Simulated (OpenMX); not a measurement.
Set up this calculation in OpenMX 3.8.5, as the native input.

```yaml
Task: single point
Functional: PBE
Potentials_or_basis: OpenMX 2013 PBE set, Hf7.0-s3p2d2f1, N6.0-s2p2d1, grid cutoff 400 Ry
k_mesh: 7 × 7 × 7
Occupations: fermi-dirac, width 0.05 eV
Spin: no spin polarisation
Mixing_scheme: rmm-diisk
SCF_threshold: 1e-08 Ha
Solver: band
Max_SCF_cycles: 100
```

Crystal: HfN.

```
CELL_PARAMETERS angstrom
2.78685 0.00000 0.00000
0.00000 2.78685 0.00000
0.00000 0.00000 2.78685
ATOMIC_POSITIONS crystal
Hf 0.50000 0.50000 0.50000
N 0.00000 0.00000 0.00000
```

The cell was built by a generator and needn't be a form met in nature.

One way to write it, as run:

HfN.dat

```
System.CurrrentDirectory             ./
System.Name                          HfN
DATA.PATH                            ./DFT_DATA13
level.of.stdout                      1
level.of.fileout                     1
Species.Number                       2
<Definition.of.Atomic.Species
  Hf  Hf7.0-s3p2d2f1         Hf_PBE13
  N   N6.0-s2p2d1            N_PBE13
Definition.of.Atomic.Species>

Atoms.Number                         2
Atoms.SpeciesAndCoordinates.Unit     FRAC
<Atoms.SpeciesAndCoordinates
    1  Hf    0.5000000000    0.5000000000    0.5000000000   6.000  6.000
    2  N     0.0000000000    0.0000000000    0.0000000000   2.500  2.500
Atoms.SpeciesAndCoordinates>

Atoms.UnitVectors.Unit               Ang
<Atoms.UnitVectors
     2.7868492385    0.0000000000    0.0000000000
     0.0000000000    2.7868492385    0.0000000000
     0.0000000000    0.0000000000    2.7868492385
Atoms.UnitVectors>

scf.XcType                           GGA-PBE
scf.SpinPolarization                 off
scf.ElectronicTemperature            580.226
scf.energycutoff                     400.0
scf.maxIter                          100
scf.EigenvalueSolver                 band
scf.Kgrid                            7 7 7
scf.Mixing.Type                      rmm-diisk
scf.Init.Mixing.Weight               0.05
scf.Min.Mixing.Weight                0.001
scf.Max.Mixing.Weight                0.3
scf.Mixing.History                   25
scf.Mixing.StartPulay                8
scf.criterion                        1.0e-8
scf.stress.tensor                    on
MD.Type                              nomd
```

Potentials or basis: OpenMX 2013 PBE set, Hf7.0-s3p2d2f1, N6.0-s2p2d1, grid cutoff 400 Ry.

Run with:

```sh
$ openmx HfN.dat -nt 1 > HfN.std
```

Results of the run:

| Item | Value |
| --- | --- |
| Pressure | 7.3 GPa |
| Band gap on the k mesh | none (metal or under the smearing width) |
| Mulliken charges | Hf +0.46; N -0.46 e |

Caveat: Mulliken charges move with the basis; the basis of atomic orbitals isn't converged, which shifts pressures, moduli and gaps.

Run time: 5.1 min on 1 thread of Intel(R) Xeon(R) Platinum 8488C (Sapphire Rapids), with other jobs on the host, peak memory 0.88 GiB.
